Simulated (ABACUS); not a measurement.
**YN: equation of state with PBEsol**

The system is YN.

```
Y N
1.0
     0.00000    2.43850    2.43850
     2.43850    0.00000    2.43850
     2.43850    2.43850    0.00000
Y N
1 1
Direct
  0.00000 0.00000 0.00000
  0.50000 0.50000 0.50000
```

```yaml
Program: ABACUS 3.10.1
Task: equation of state
Functional: PBEsol
Potentials_or_basis: PseudoDojo NC SR 0.4.1 PBEsol standard
Cutoff: 1143 eV
Density_cutoff: 4572 eV
Basis: plane waves
k_mesh: 7 × 7 × 7
Occupations: fermi-dirac, width 0.05 eV
Spin: no spin polarisation
```

```
Equilibrium volume                      : 14.32 Å³/atom
Bulk modulus                            : 171 GPa
Pressure derivative of the bulk modulus : 4.2 (rough: it moves with the points fitted)
```

Energy against volume, from the lowest point:
```tsv
volume (Å³/atom)	energy (meV/atom)
13.630	18.81
14.210	0.00
14.790	7.44
15.370	36.14
```

All runs of the series together: 23 s on 4 threads of AMD EPYC 7R43 64-Core Processor (Zen 3) (shared host).
